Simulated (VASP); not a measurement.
AgBr:

```
Ag Br
1.0
     0.00000    2.87015    2.87015
     2.87015    0.00000    2.87015
     2.87015    2.87015    0.00000
Ag Br
1 1
Cartesian
  0.0000 0.0000 0.0000
  2.8702 2.8702 2.8702
```

Program: VASP 6.6.1. Alike in all runs: task band structure; potentials or basis VASP PAW PBE potentials, release 64 (Ag, Br); no spin polarisation; cell as given; k mesh 6 × 6 × 6; cutoff (eV) 520; smearing gaussian 0.02 eV.

Task: Order these runs on this cell by their band gap on the k mesh, lowest first.
A. level PBE0; exchange at q = 0 truncated
B. level HSE03
C. level HSE06; screening parameter 0.2 1/A
D. level r2SCAN-EpsX; exchange at q = 0 truncated; share of exact exchange 0.1638

Result: B (1.80 eV), C (2.02 eV), D (2.43 eV), A (2.67 eV).

